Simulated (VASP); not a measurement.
# Ge2Sb2Te5 (Cm) in VASP: equation of state

Aim: energy against volume of Ge2Sb2Te5 in PBEsol, for its equilibrium volume and stiffness.

All numbers are computed with VASP 6.6.1; they aren't measurements. Logs are shortened: lines on timing, memory, paths and dates and some standing lists are left out, and cuts for length are marked.

### 1 The crystal as given

Symmetry: Cm, No. 8, monoclinic system. Conventional cell: a = 13.678 Å, b = 6.132 Å, c = 9.672 Å, α = 90.00°, β = 134.93°, γ = 90.00°. Te (site symmetry m) is surrounded by 2 Ge at 2.85 to 3.19 Å and 3 Sb at 3.07 to 3.14 Å. Around Te (site symmetry m) lie 2 Sb at 2.95 to 3.20 Å and 3 Ge at 3.07 to 3.08 Å. Te (site symmetry m) is surrounded by 3 Ge at 2.82 to 3.07 Å and 2 Sb at 3.14 to 3.19 Å. Around Te (site symmetry m) lie 2 Ge at 2.95 to 3.00 Å and 2 Sb at 3.02 to 3.06 Å. Te (site symmetry m) has 3 Sb at 2.98 to 3.07 Å and 2 Ge at 3.05 to 3.20 Å as nearest neighbours. Around Sb (site symmetry m) lie 6 Te at 2.95 to 3.19 Å. Sb (site symmetry m) is surrounded by 6 Te at 2.98 to 3.20 Å. Ge (site symmetry m) is surrounded by 6 Te at 2.82 to 3.19 Å.

The cell comes from a database or a generator and needn't be the stable form of this composition.

### 2 Equation of state, PBEsol, 29.99 Å³/atom (volume scaled by 0.94)

File INCAR:

```
PREC = Accurate ; ENCUT = 520
EDIFF = 1E-7 ; ISMEAR = -1
SIGMA = 0.05 ; LREAL = False
LASPH = True ; NELM = 80
ALGO = Normal ; ISIF = 2
LWAVE = False ; LCHARG = False
GGA = PS ; NBANDS = 44
KPAR = 4
```

File KPOINTS:

```
regular mesh
0
Gamma
  5 5 4
```

File POSCAR:

```
Ge2Sb2Te5
1.0
    6.6995226212     -3.0034168868      0.0000000000
    6.6995226212      3.0034168868      0.0000000000
   -6.6915301782      0.0000000000      6.7078226543
Te Sb Ge
5 2 2
Direct
    0.5947020000      0.5947020000      0.3864330000
    0.7952880000      0.7952880000      0.1961120000
    0.0083240000      0.0083240000      0.0064350000
    0.2065190000      0.2065190000      0.8098030000
    0.3999590000      0.3999590000      0.5971180000
    0.9017080000      0.9017080000      0.5878730000
    0.1118700000      0.1118700000      0.4173520000
    0.2842870000      0.2842870000      0.1878300000
    0.4973430000      0.4973430000      0.0110440000
```

Potentials or basis: VASP PAW PBE potentials, release 64 (Te, Sb, Ge_d).

Started as:

```console
cat potpaw_PBE.64/Te/POTCAR potpaw_PBE.64/Sb/POTCAR potpaw_PBE.64/Ge_d/POTCAR > POTCAR
mpirun -np 4 vasp_std > vasp.out
```

OUTCAR:

```text
PREC = Accurate
   ENCUT = 520
   EDIFF = 1E-7
   ISMEAR = -1
   LREAL = False
   LASPH = True
   NELM = 80
   ISIF = 2
   GGA = PS

 Found     33 irreducible k-points:

 Following reciprocal coordinates:
            Coordinates               Weight
  0.000000  0.000000  0.000000      1.000000
  0.200000  0.000000 -0.000000      4.000000
  0.400000 -0.000000 -0.000000      4.000000
  0.200000  0.200000 -0.000000      2.000000
  0.400000  0.200000 -0.000000      4.000000
 -0.400000  0.200000  0.000000      4.000000
   k-points           NKPTS =     33   k-points in BZ     NKDIM =     33   number of bands    NBANDS=     44
   number of dos      NEDOS =    301   number of ions     NIONS =      9
   total plane-waves  NPLWV = 219520
   dimension x,y,z NGX =    56 NGY =   56 NGZ =   70
   dimension x,y,z NGXF=   112 NGYF=  112 NGZF=  140
   ions per type =               5   2   2
   NGX,Y,Z   is equivalent  to a cutoff of  12.68, 12.68, 12.28 a.u.
   NGXF,Y,Z  is equivalent  to a cutoff of  25.36, 25.36, 24.56 a.u.
 SYSTEM =  unknown system
   PREC   = accura    normal or accurate (medium, high low for compatibility)
   ISTART =      0    job   : 0-new  1-cont  2-samecut
   ICHARG =      2    charge: 1-file 2-atom 10-const
   ISPIN  =      1    spin polarized calculation?
   LNONCOLLINEAR =      F non collinear calculations
   LSORBIT =      F    spin-orbit coupling
   LASPH  =      T    aspherical Exc in radial PAW
   ENCUT  =  520.0 eV  38.22 Ry    6.18 a.u.  13.65 13.65 17.62*2*pi/ulx,y,z
   NELM   =     80;   NELMIN=  2; NELMDL= -5     # of ELM steps
   EDIFF  = 0.1E-06   stopping-criterion for ELM
   LREAL  =      F    real-space projection
   EDIFFG = 0.1E-05   stopping-criterion for IOM
   NSW    =      0    number of steps for IOM
   IBRION =     -1    ionic relax: 0-MD 1-quasi-New 2-CG
   NFREE  =      0    steps in history (QN), initial steepest desc. (CG)
   ISIF   =      2    stress and relaxation
   ISYM   =      2    0-nonsym 1-usesym 2-fastsym
   POTIM  = 0.5000    time-step for ionic-motion
   TEBEG  =    0.0;   TEEND  =   0.0 temperature during run
   PSTRESS=    0.0 pullay stress
   NELECT =      68.0000    total number of electrons
   NUPDOWN=      -1.0000    fix difference up-down
   EMIN   =  10.00;   EMAX   =-10.00  energy-range for DOS
   EFERMI =   0.00;   METHOD = LEGACY
   ISMEAR =    -1;   SIGMA  =   0.05  broadening in eV -4-tet -1-fermi 0-gaus
   EFERMI_NEDOS =   21; number of points for ismear=-14 and -15
   IALGO  =     38    algorithm
   IMIX   =      4    mixing-type and parameters
     AMIX     =   0.40;   BMIX     =  1.00
     AMIX_MAG =   1.60;   BMIX_MAG =  1.00
  volume/ion in A,a.u.               =      29.99       202.41
  Fermi-wavevector in a.u.,A,eV,Ry     =   1.033921  1.953828 14.544534  1.068993
  Thomas-Fermi vector in A             =   2.168191
   LORBIT       =      0    0 simple, 1 ext, 2 COOP (PROOUT), +10 PAW based schemes
   GGA     = PS    functional components
   LHFCALC =     F    Hartree Fock is set to
   AEXX    =    0.0000 exact exchange contribution
   IVDW    =     0    specifies the selected vdW correction
   LEPSILON=     F    determine dielectric tensor
   LRPA    =     F    only Hartree local field effects (RPA)
 non-spin polarized calculation
  energy-cutoff  :      520.00
  volume of cell :      269.94
 maximum number of plane-waves:      7329
   NGX = 27   NGY = 27   NGZ = 35

 number of electron      68.0000002 magnetization

 Free energy of the ion-electron system (eV)
  ---------------------------------------------------
  ext. energy  EPLUGINS =         0.00000000
  ---------------------------------------------------
  free energy    TOTEN  =       -37.11671211 eV

  energy without entropy =      -37.10969553  energy(sigma->0) =      -37.11320382

 E-fermi :   5.9221     XC(G=0):  -9.5528

 val. band max:        5.8413376124   @ k =  -0.2000   0.4000   0.2500
 cond. band min:       6.0405227518   @ k =  -0.4000   0.2000   0.0000
 fundamental gap:      0.1991851394
 Fermi energy:         5.9221112581

 k-point     1 :       0.0000    0.0000    0.0000
  band No.  band energies     occupation
      1     -18.7238      2.00000
      2     -18.7144      2.00000
      3     -18.7138      2.00000
      4     -18.7121      2.00000
      5     -18.7087      2.00000
      6     -18.7054      2.00000
[... 36 lines left out ...]
     43      10.4251      0.00000
     44      10.5625      0.00000

 k-point     2 :       0.2000    0.0000   -0.0000
  band No.  band energies     occupation
      1     -18.7238      2.00000
      2     -18.7145      2.00000
      3     -18.7136      2.00000
      4     -18.7121      2.00000
      5     -18.7087      2.00000
      6     -18.7054      2.00000
[... 36 lines left out ...]
     43       9.9160      0.00000
     44      10.2390      0.00000

 k-point     3 :       0.4000   -0.0000   -0.0000
  band No.  band energies     occupation
      1     -18.7237      2.00000
      2     -18.7147      2.00000
      3     -18.7134      2.00000
      4     -18.7122      2.00000
      5     -18.7087      2.00000
      6     -18.7055      2.00000
[... 36 lines left out ...]
     43       9.2284      0.00000
     44       9.7161      0.00000

 k-point     4 :       0.2000    0.2000   -0.0000
  band No.  band energies     occupation
      1     -18.7238      2.00000
      2     -18.7145      2.00000
      3     -18.7138      2.00000
      4     -18.7120      2.00000
      5     -18.7087      2.00000
      6     -18.7054      2.00000
[... 36 lines left out ...]
     43      10.0027      0.00000
     44      10.3626      0.00000

 k-point     5 :       0.4000    0.2000   -0.0000
  band No.  band energies     occupation
      1     -18.7238      2.00000
      2     -18.7146      2.00000
      3     -18.7136      2.00000
      4     -18.7120      2.00000
      5     -18.7087      2.00000
      6     -18.7054      2.00000
[... 36 lines left out ...]
     43       9.6133      0.00000
     44       9.7949      0.00000

 k-point     6 :      -0.4000    0.2000    0.0000
  band No.  band energies     occupation
      1     -18.7237      2.00000
      2     -18.7147      2.00000
      3     -18.7134      2.00000
      4     -18.7121      2.00000
      5     -18.7087      2.00000
      6     -18.7055      2.00000
[... 36 lines left out ...]
     43       9.2956      0.00000
     44       9.3948      0.00000

 [... further k-points ...]

------------------------ aborting loop because EDIFF is reached ----------------------------------------

  FORCE on cell =-STRESS in cart. coord.  units (eV):
  Direction    XX          YY          ZZ          XY          YZ          ZX
  --------------------------------------------------------------------------------------
  -------------------------------------------------------------------------------------
  Total        1.3187005      0.1320640      1.2059669      0.0000000      0.0000000     -0.1987420
  in kB        7.8268264      0.7838336      7.1577234      0.0000000      0.0000000     -1.1795847
  external PRESSURE =       5.2561278 kB  Pullay stress =       0.0000000 kB

 VOLUME and BASIS-vectors are now :
 -----------------------------------------------------------------------------
  energy-cutoff  :      520.00
  volume of cell :      269.94
      direct lattice vectors                 reciprocal lattice vectors
     6.699522621 -3.003416887  0.000000000     0.074632183 -0.166477056  0.074450911
     6.699522621  3.003416887  0.000000000     0.074632183  0.166477056  0.074450911
    -6.691530178  0.000000000  6.707822654     0.000000000  0.000000000  0.149079672

 POSITION                                       TOTAL-FORCE (eV/Angst)
 -----------------------------------------------------------------------------------
      5.38261      0.00000      2.59212        -0.136644      0.000000      0.153669
      9.34381      0.00000      1.31548         0.075208      0.000000     -0.282081
      0.06847      0.00000      0.04316        -0.144849      0.000000     -0.082670
     -2.65166      0.00000      5.43201         0.062378      0.000000      0.105699
      1.36344      0.00000      4.00536         0.286336      0.000000      0.120099
      8.14826      0.00000      3.94335        -0.060197      0.000000     -0.023053
     -1.29377      0.00000      2.79952        -0.112575      0.000000     -0.047556
      2.55230      0.00000      1.25993        -0.074490      0.000000      0.034749
      6.59002      0.00000      0.07408         0.104833      0.000000      0.021145
 -----------------------------------------------------------------------------------
    total drift:                               -0.000366      0.000000     -0.000575

  FREE ENERGIE OF THE ION-ELECTRON SYSTEM (eV)
  ---------------------------------------------------
  free  energy   TOTEN  =       -37.1167121106 eV

  energy  without entropy=      -37.1096955318  energy(sigma->0) =      -37.11320382
```

Wall time 2.9 min (4 MPI ranks of Intel Xeon Platinum 8488C (Sapphire Rapids), shared host); peak memory 0.73 GiB.

Results:

| Item | Value |
| --- | --- |
| Free energy | -37.1167 eV |
| Pressure | 0.5 GPa |
| Largest force | 0.311 eV/Å |
| Band gap on the k mesh | 0.20 eV, indirect (least direct gap 0.28 eV) |

Caveat: the PAW data sets were made with another functional, which shifts forces and pressure a little; spin-orbit coupling is left out, which moves the levels of the heavy elements; an odd mesh through Γ misses points on the zone boundary, where band edges often lie.

### 3 Equation of state, PBEsol, 30.63 Å³/atom (volume scaled by 0.96)

INCAR is that of step 2.

KPOINTS is that of step 2.

Changes to POSCAR since step 2:

```diff
@@ -2,5 +2,5 @@
 1.0
-    6.6995226212     -3.0034168868      0.0000000000
-    6.6995226212      3.0034168868      0.0000000000
-   -6.6915301782      0.0000000000      6.7078226543
+    6.7467039125     -3.0245684069      0.0000000000
+    6.7467039125      3.0245684069      0.0000000000
+   -6.7386551827      0.0000000000      6.7550623984
 Te Sb Ge
```

Potentials or basis: VASP PAW PBE potentials, release 64 (Te, Sb, Ge_d).

Started as:

```console
cat potpaw_PBE.64/Te/POTCAR potpaw_PBE.64/Sb/POTCAR potpaw_PBE.64/Ge_d/POTCAR > POTCAR
mpirun -np 4 vasp_std > vasp.out
```

Run time: 3.2 min. Hardware: 4 MPI ranks of Intel Xeon Platinum 8488C (Sapphire Rapids), shared host; peak memory 0.74 GiB.

The run converged. Its results:

| Quantity | Value |
| --- | --- |
| Free energy | -37.1160 eV |
| Pressure | -0.6 GPa |
| Largest force | 0.199 eV/Å |
| Band gap on the k mesh | 0.22 eV, indirect (least direct gap 0.30 eV) |

Caveat: the PAW data sets were made with another functional, which shifts forces and pressure a little; spin-orbit coupling is left out, which moves the levels of the heavy elements; an odd mesh through Γ misses points on the zone boundary, where band edges often lie.

### 4 Equation of state, PBEsol, 31.27 Å³/atom (volume scaled by 0.98)

INCAR is that of step 3.

KPOINTS is that of step 3.

Changes to POSCAR since step 3:

```diff
@@ -2,5 +2,5 @@
 1.0
-    6.7467039125     -3.0245684069      0.0000000000
-    6.7467039125      3.0245684069      0.0000000000
-   -6.7386551827      0.0000000000      6.7550623984
+    6.7932343753     -3.0454281585      0.0000000000
+    6.7932343753      3.0454281585      0.0000000000
+   -6.7851301354      0.0000000000      6.8016505079
 Te Sb Ge
```

Started as:

```console
cat potpaw_PBE.64/Te/POTCAR potpaw_PBE.64/Sb/POTCAR potpaw_PBE.64/Ge_d/POTCAR > POTCAR
mpirun -np 4 vasp_std > vasp.out
```

It took 3.5 min on 4 MPI ranks of Intel Xeon Platinum 8488C (Sapphire Rapids), shared host; peak memory 0.76 GiB.

It converged, with:

```yaml
Free_energy: -37.0783 eV
Pressure: -1.5 GPa
Largest_force: 0.164 eV/Å
Band_gap_on_the_k_mesh: 0.23 eV, indirect (least direct gap 0.32 eV)
```

Caveat: the PAW data sets were made with another functional, which shifts forces and pressure a little; spin-orbit coupling is left out, which moves the levels of the heavy elements; an odd mesh through Γ misses points on the zone boundary, where band edges often lie.

### 5 Equation of state, PBEsol, 32.55 Å³/atom (volume scaled by 1.02)

INCAR is that of step 4.

KPOINTS is that of step 4.

Changes to POSCAR since step 4:

```diff
@@ -2,5 +2,5 @@
 1.0
-    6.7932343753     -3.0454281585      0.0000000000
-    6.7932343753      3.0454281585      0.0000000000
-   -6.7851301354      0.0000000000      6.8016505079
+    6.8844296114     -3.0863112672      0.0000000000
+    6.8844296114      3.0863112672      0.0000000000
+   -6.8762165767      0.0000000000      6.8929587256
 Te Sb Ge
```

Started as:

```console
cat potpaw_PBE.64/Te/POTCAR potpaw_PBE.64/Sb/POTCAR potpaw_PBE.64/Ge_d/POTCAR > POTCAR
mpirun -np 4 vasp_std > vasp.out
```

It took 4.1 min on 4 MPI ranks of Intel Xeon Platinum 8488C (Sapphire Rapids), shared host; peak memory 0.74 GiB.

The run converged. Its results:

```
Free energy            : -36.9075 eV
Pressure               : -3.2 GPa
Largest force          : 0.250 eV/Å
Band gap on the k mesh : 0.27 eV, indirect (least direct gap 0.33 eV)
```

Caveat: the PAW data sets were made with another functional, which shifts forces and pressure a little; spin-orbit coupling is left out, which moves the levels of the heavy elements; an odd mesh through Γ misses points on the zone boundary, where band edges often lie.

### 6 Equation of state, PBEsol, 33.18 Å³/atom (volume scaled by 1.04)

INCAR is that of step 5.

KPOINTS is that of step 5.

Changes to POSCAR since step 5:

```diff
@@ -2,5 +2,5 @@
 1.0
-    6.8844296114     -3.0863112672      0.0000000000
-    6.8844296114      3.0863112672      0.0000000000
-   -6.8762165767      0.0000000000      6.8929587256
+    6.9291349524     -3.1063528111      0.0000000000
+    6.9291349524      3.1063528111      0.0000000000
+   -6.9208685848      0.0000000000      6.9377194520
 Te Sb Ge
```

Potentials or basis: VASP PAW PBE potentials, release 64 (Te, Sb, Ge_d).

Started as:

```console
cat potpaw_PBE.64/Te/POTCAR potpaw_PBE.64/Sb/POTCAR potpaw_PBE.64/Ge_d/POTCAR > POTCAR
mpirun -np 4 vasp_std > vasp.out
```

Wall time 4.5 min (4 MPI ranks of Intel Xeon Platinum 8488C (Sapphire Rapids), shared host); peak memory 0.81 GiB.

The run converged. Its results:

* Free energy: -36.7811 eV
* Pressure: -3.9 GPa
* Largest force: 0.288 eV/Å
* Band gap on the k mesh: 0.28 eV, indirect (least direct gap 0.34 eV)

Caveat: the PAW data sets were made with another functional, which shifts forces and pressure a little; spin-orbit coupling is left out, which moves the levels of the heavy elements; an odd mesh through Γ misses points on the zone boundary, where band edges often lie.

### 7 Equation of state, PBEsol, 33.82 Å³/atom (volume scaled by 1.06)

INCAR is that of step 6.

KPOINTS is that of step 6.

Changes to POSCAR since step 6:

```diff
@@ -2,5 +2,5 @@
 1.0
-    6.9291349524     -3.1063528111      0.0000000000
-    6.9291349524      3.1063528111      0.0000000000
-   -6.9208685848      0.0000000000      6.9377194520
+    6.9732707599     -3.1261390312      0.0000000000
+    6.9732707599      3.1261390312      0.0000000000
+   -6.9649517389      0.0000000000      6.9819099393
 Te Sb Ge
```

Started as:

```console
cat potpaw_PBE.64/Te/POTCAR potpaw_PBE.64/Sb/POTCAR potpaw_PBE.64/Ge_d/POTCAR > POTCAR
mpirun -np 4 vasp_std > vasp.out
```

Run time: 4.3 min. Hardware: 4 MPI ranks of Intel Xeon Platinum 8488C (Sapphire Rapids), shared host; peak memory 0.87 GiB.

The run converged. Its results:

```
Free energy            : -36.6314 eV
Pressure               : -4.5 GPa
Largest force          : 0.343 eV/Å
Band gap on the k mesh : 0.30 eV, indirect (least direct gap 0.35 eV)
```

Caveat: the PAW data sets were made with another functional, which shifts forces and pressure a little; spin-orbit coupling is left out, which moves the levels of the heavy elements; an odd mesh through Γ misses points on the zone boundary, where band edges often lie.

### 8 Equation of state, PBEsol

Potentials or basis: VASP PAW PBE potentials, release 64 (Te, Sb, Ge_d).

No new run: the results of the series are fitted here.

What came out:

* Equilibrium volume: 30.30 Å³/atom
* Bulk modulus at fixed shape and positions: 52 GPa
* Pressure derivative of the bulk modulus: 4.4

Energy against volume, from the lowest point:
```tsv
volume (Å³/atom)	energy (meV/atom)
29.994	0.00
30.632	0.08
31.270	4.27
31.908	12.13
32.546	23.25
33.184	37.29
33.823	53.92
```

Caveat: the cell was scaled at fixed shape and fractional positions, which overstates the stiffness of a crystal with free parameters, most of all of layers and chains; the PAW data sets were made with another functional, which shifts forces and pressure a little. The run has no spin-orbit coupling, so splittings on Sb, Te are missing.
